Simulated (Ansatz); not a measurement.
Wanted: the native input for an Ansatz 0.2.0 run.

| Property | Result |
| --- | --- |
| Task | single point |
| Functional | PBE |
| Potentials or basis | Ansatz PAW |
| Cutoff | 420 eV (not typed: the program's choice for these potentials) |
| k mesh | 13 × 13 × 13 |
| Occupations | gaussian, width 0.014 eV |
| Spin | collinear spin, ferromagnetic start |
| Starting moments | [1.0] μB |

Crystal: Ni.

```xyz
1
Lattice="0.0000 1.7376 1.7376 1.7376 0.0000 1.7376 1.7376 1.7376 0.0000" Properties=species:S:1:pos:R:3 pbc="T T T"
Ni    0.0000    0.0000    0.0000
```

The input as run:

input.yaml

```yaml
crystal:
  lattice:
    - [0.0, 1.737572933, 1.737572933]
    - [1.737572933, 0.0, 1.737572933]
    - [1.737572933, 1.737572933, 0.0]
  atoms:
    - { symbol: Ni, position: [0.0, 0.0, 0.0], spin: 1.0 }
hamiltonian:
  xc: pbe
  pseudopotentials: { kind: paw }
magnetization:
  spin_polarized: true
kpoints:
  mp_grid: { grid: [13, 13, 13] }
scf:
  occupations: { method: gaussian, width: 0.014 }
output:
  forces: true
  stress: true
  eigenvalues: true
  write_density: true
  write_potential: true
  elf: true
  volumetric_format: npy
```

Potentials or basis: Ansatz PAW.

Command:

```console
$ ansatz run input.yaml --threads 2 --pin off --max-ram 5632MiB --backend cpu --events-out ev --progress --plain --runs-dir out
```

It gave:

| Property | Result |
| --- | --- |
| Pressure | 8.0 GPa |
| Band gap on the k mesh | none (metal or under the smearing width) |
| Net moment | 0.64 μB per cell |
| Absolute moment | 0.72 μB per cell |
| Site moments | Ni +0.68 μB |

It took 3.4 s on 2 threads of Intel(R) Xeon(R) Platinum 8259CL CPU @ 2.50GHz (Skylake/Cascade Lake), with other jobs on the host, peak memory 0.34 GiB.
